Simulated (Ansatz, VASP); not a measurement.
BeS: VASP beside Ansatz

File INCAR:

```
SYSTEM = BeS
  PREC = Accurate
  ENCUT = 520
  EDIFF = 1E-7
  ISMEAR = 0
  SIGMA = 0.05
  LREAL = .FALSE.
  LASPH = .TRUE.
  NELM = 60
  ALGO = Normal
  ISIF = 2
  LWAVE = .FALSE.
  LCHARG = .FALSE.
  GGA = PE
  NBANDS = 11
```

Contents of KPOINTS:

```
regular mesh
0
G
  12 12 12
  0 0 0
```

Contents of POSCAR:

```
BeS
1.0
    0.0000000000      2.4380427922      2.4380427922
    2.4380427922      0.0000000000      2.4380427922
    2.4380427922      2.4380427922      0.0000000000
Be S
1 1
Direct
    0.0000000000      0.0000000000      0.0000000000
    0.7500000000      0.7500000000      0.7500000000
```

Input for Ansatz:

```yaml
crystal:
  lattice:
    - [0.0, 2.4380427922, 2.4380427922]
    - [2.4380427922, 0.0, 2.4380427922]
    - [2.4380427922, 2.4380427922, 0.0]
  atoms:
    - { symbol: Be, position: [0.0, 0.0, 0.0] }
    - { symbol: S, position: [0.75, 0.75, 0.75] }
basis:
  ecutwfc: 420
  ecutrho_ratio: 4
kpoints:
  mp_grid: { grid: [12, 12, 12] }
hamiltonian:
  xc: pbe
scf:
  occupations: { method: gaussian, width: 0.05 }
output:
  forces: true
  stress: true
  eigenvalues: true
```

Alike in both runs: task single point; functional PBE; k mesh 12 × 12 × 12; occupations gaussian, width 0.05 eV; no spin polarisation.

```csv
,VASP,Ansatz
version,VASP 6.6.1,Ansatz 0.2.0
potentials or method,"VASP PAW PBE potentials, release 64 (Be, S)","scalar-relativistic, plane waves, PAW"
plane-wave cutoff (eV),520,420
valence electrons in the cell,8,8
```

```tsv
	VASP	Ansatz	Ansatz less VASP
gap on the k mesh at the Fermi level (eV)	3.15	3.15	-0.001
least direct gap on the mesh (eV)	5.68	5.66	-0.018
pressure (GPa)	0.0	0.0	-0.01
```

The functional is the same, so the differences come from potentials, cutoffs and numerics.

A k mesh can miss the band edges.
